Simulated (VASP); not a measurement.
# Settings for MoS₂: self-consistent run

MoS₂, P6_3/mmc (no. 194), 6 atoms in the cell. PBE; PAW potentials Mo_sv, S (PBE set). VASP 6.6.1.

Wanted: energy within 0.2 meV/atom; levels at the zone centre within 0.003 eV.

What the run is for: comparing ways to start; Accuracy asked: tight.

Levels at the zone centre: counted from the valence top at that point.

POSCAR:
```
MoS2
1.0
    3.1690000000      0.0000000000      0.0000000000
   -1.5845000000      2.7444345046      0.0000000000
    0.0000000000      0.0000000000     12.3240000000
Mo S
2 4
Direct
    0.6666666667      0.3333333333      0.7500000000
    0.3333333333      0.6666666667      0.2500000000
    0.6666666667      0.3333333333      0.3770000000
    0.3333333333      0.6666666667      0.8770000000
    0.6666666667      0.3333333333      0.1230000000
    0.3333333333      0.6666666667      0.6230000000
```

## How the run starts (with a second run first, the time holds both)

| How the run starts (with a second run first, the time holds both) | Energy less reference (meV/atom) | Levels at the zone centre, largest deviation (eV) | Time (s) |
|---|---|---|---|
| from scratch: 15 SCF iterations | 0.00 | 0.0000 | 32 |
| density of a coarse mesh (ICHARG 1): 15 + 10 SCF iterations | 0.00 | 0.0003 | 32 |
| orbitals of a lower cutoff (ISTART 1): 15 + 7 SCF iterations | 0.00 | 0.0001 | 40 |
| orbitals of a loose run: 11 + 5 SCF iterations | 0.00 | 0.0002 | 28 |

Chosen: orbitals of a loose run: 11 + 5 SCF iterations; it saves 4.4 s of 32, so from scratch: 15 SCF iterations would do nearly as well.

## All choices together

| Input | Energy less reference (meV/atom) | Levels at the zone centre, largest deviation (eV) | Time (s) |
|---|---|---|---|
| chosen settings | 0.00 | 0.0002 | 28 |
| reference settings throughout | 0.00 | 0.0000 | 32 |

The tolerance is met.

Values of the reference run: Levels at the zone centre: -1.137, 0, 2.109 eV from the valence top at Gamma.

## The input

INCAR.step1:
```
ALGO = Normal ; EDIFF = 0.001
EFERMI = MIDGAP ; ENCUT = 400
GGA = PE ; GGA_COMPAT = F
ISIF = 2 ; ISMEAR = 0
LASPH = T ; LCHARG = T
LREAL = F ; LWAVE = T
NELM = 120 ; PREC = Normal
SIGMA = 0.03
```

INCAR.step2:
```
ALGO = Normal ; EDIFF = 1E-6
EFERMI = MIDGAP ; ENCUT = 400
GGA = PE ; GGA_COMPAT = F
ISIF = 2 ; ISMEAR = 0
ISTART = 1 ; LASPH = T
LCHARG = F ; LREAL = F
LWAVE = F ; NELM = 120
PREC = Accurate ; SIGMA = 0.03
```

KPOINTS:
```
k-points
0
Gamma
  9 9 2
```

Commands (each step's output is kept before the next begins):
```
cat potpaw_PBE.64/Mo_sv/POTCAR potpaw_PBE.64/S/POTCAR > POTCAR
cp INCAR.step1 INCAR
mpirun -np 1 vasp_std > vasp.out
cp INCAR.step2 INCAR
mpirun -np 1 vasp_std > vasp.out
```

The chosen input took VASP 6.6.1 28 s on 1 core (Intel Xeon Platinum 8488C (Sapphire Rapids)), a shared host.

## An input that fails: restart asked without its files

VASP's message: ERROR: charge density could not be read from file CHGCAR for ICHARG>10.

Changes against the starting input:
```
- NELM = 120
+ NELM = 60
+ ICHARG = 11
```
